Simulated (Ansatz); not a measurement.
## Step by step: Sr, atoms shaken at random, then relaxed with the cell

Computed with Ansatz 0.2.0, DFT, PBE, all-electron LAPW, scalar-relativistic.

Command: `ansatz run input.yaml --threads 1 --pin off --max-ram 2048MiB --backend cpu --events-out ev --progress --plain --runs-dir out` The run took 52 s on 1 thread of Arm Neoverse V1 (shared host), peak memory 0.27 GiB.

```yaml
crystal:
  lattice:
    - [4.31, 0.0, 0.0]
    - [-2.155, 3.7325694903, 0.0]
    - [0.0, 0.0, 7.05]
  atoms:
    - { symbol: Sr, position: [0.2921278633, 0.5712051867, 0.25963496] }
    - { symbol: Sr, position: [0.6127858667, 0.3221728833, 0.78674266] }
kpoints:
  mp_grid: { grid: [6, 6, 3] }
scf:
  occupations: { method: fermi_dirac, width: 0.05 }
hamiltonian:
  xc: pbe
  pseudopotentials: { kind: all_electron, lapw: { basis_error: 0.001 } }
output:
  forces: true
  stress: true
relax:
  f_tol: 0.01
  max_steps: 80
  cell: {}
```

The cell comes from COD entry 1540836, which wasn't checked; take it as a given geometry. The listed cell was then made from it by scaling, straining or moving an atom.

Each frame lists the cell vectors (Å), then Cartesian positions (Å) and forces (eV/Å). Free energies count from the first step, -173038.1279 eV.

The walk took 10 evaluations in all; steps that aren't listed are left out.

Step 1: E = 0.0 meV, P = -0.19 GPa

```
cell 4.3100 0.0000 0.0000 -2.1550 3.7326 0.0000 0.0000 0.0000 7.0500
Sr    0.0281    2.1321    1.8304    -0.114   0.076   0.243
Sr    1.9468    1.2025    5.5465     0.114  -0.076  -0.243
```

Step 2: E = -34.3 meV, P = -0.15 GPa

```
cell 4.3139 -0.0124 -0.0014 -2.1677 3.7072 0.0023 -0.0023 0.0029 7.0459
Sr   -0.0301    2.1513    1.8775    -0.053   0.046   0.119
Sr    1.9947    1.1525    5.4960     0.053  -0.046  -0.119
```

Step 3: E = -48.4 meV, P = 0.01 GPa

```
cell 4.3202 -0.0255 0.0040 -2.1822 3.6638 -0.0024 0.0065 -0.0008 7.0275
Sr   -0.0830    2.1737    1.9189    -0.004   0.010   0.002
Sr    2.0497    1.0756    5.4360     0.004  -0.010  -0.002
```

Step 4: E = -48.7 meV, P = 0.02 GPa

```
cell 4.3235 -0.0240 0.0038 -2.1825 3.6551 -0.0026 0.0062 -0.0013 7.0360
Sr   -0.0873    2.1806    1.9223     0.000   0.003  -0.002
Sr    2.0564    1.0618    5.4411     0.000  -0.003   0.002
```

Step 5: E = -48.9 meV, P = 0.01 GPa

```
cell 4.3195 -0.0135 0.0015 -2.1714 3.6469 -0.0011 0.0025 -0.0007 7.0561
Sr   -0.0883    2.1850    1.9274     0.000   0.000   0.000
Sr    2.0597    1.0602    5.4563     0.000   0.000   0.000
```

Step 6: E = -49.2 meV, P = -0.01 GPa

```
cell 4.3020 0.0164 -0.0045 -2.1368 3.6248 0.0027 -0.0073 0.0009 7.1172
Sr   -0.0911    2.1919    1.9443    -0.001  -0.003   0.001
Sr    2.0674    1.0622    5.5013     0.001   0.003  -0.001
```

Step 7: E = -49.5 meV, P = 0.06 GPa

```
cell 4.2487 0.0056 -0.0017 -2.1195 3.6430 0.0012 -0.0028 0.0006 7.1395
Sr   -0.0909    2.2183    1.9506     0.000   0.002   0.000
Sr    2.0392    1.0420    5.5195     0.000  -0.002   0.000
```

Step 8: E = -49.6 meV, P = 0.02 GPa

```
cell 4.2430 0.0006 -0.0007 -2.1210 3.6580 0.0007 -0.0011 0.0007 7.1471
Sr   -0.0903    2.2320    1.9533     0.001   0.003  -0.001
Sr    2.0338    1.0373    5.5253    -0.001  -0.003   0.001
```

(1) How does the relaxation end?

Results:

(1) It converges, with a = 4.236 Å, b = 4.238 Å, c = 7.154 Å, α = 90.00°, β = 89.99°, γ = 120.06° for the cell as listed; within 0.05 Å it has space group P6_3/mmc; smaller departures are within what the tolerances leave open. The last solve (on a basis chosen afresh for the final cell, so its energy is not quite comparable) gives E = -49.6 meV, P = 0.00 GPa:
```
cell 4.2364 -0.0024 0.0003 -2.1203 3.6690 0.0002 0.0005 0.0006 7.1542
Sr   -0.0862    2.2480    1.9526    -0.001   0.001   0.005
Sr    2.0260    1.0282    5.5338     0.001  -0.001  -0.005
```
